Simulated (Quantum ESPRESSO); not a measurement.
# Li under changes of volume

One of the cells (21.609 Å³/atom); the others are scaled copies at fixed shape and fractional positions:

```
Li
1.0
    -1.75465    1.75465    1.75465
     1.75465   -1.75465    1.75465
     1.75465    1.75465   -1.75465
Li
1
Direct
  0.00000 0.00000 0.00000
```

| Property | Result |
| --- | --- |
| Program | Quantum ESPRESSO 7.5 |
| Functional | PBE |
| Potentials or basis | SSSP 1.3 efficiency PBE |
| Cutoff | 748 eV |
| Density cutoff | 5987 eV |
| k mesh | 11 × 11 × 11 |
| Occupations | fermi-dirac, width 0.05 eV |
| Spin | no spin polarisation |

| volume (Å³/atom) | energy over the lowest point (meV/atom) | pressure (GPa) |
| --- | --- | --- |
| 20.312 | 0.00 | 0.0 |
| 20.744 | ? | ? |
| 21.177 | 1.71 | -0.6 |
| 21.609 | 3.59 | -0.8 |
| 22.041 | 6.07 | -1.0 |
| 22.473 | 9.09 | -1.2 |
| 22.905 | 12.62 | -1.4 |

**Question.** What does the run at 20.744 Å³/atom give?

**Answer.** Energy over the lowest point 0.49 meV/atom; pressure -0.3 GPa.

Worked out: A Birch-Murnaghan fit of order 3 (a polynomial in V^(-2/3)) to the other rows has its minimum at 20.25 Å³/atom, just outside them, with B0 = V·E''(V) = 14.0 GPa and B' = 3.4. It gives 0.49 meV/atom at 20.744 Å³/atom, against the run's 0.49, and -dE/dV = -0.3 GPa, against -0.3.

Energies are extrapolated to zero smearing.
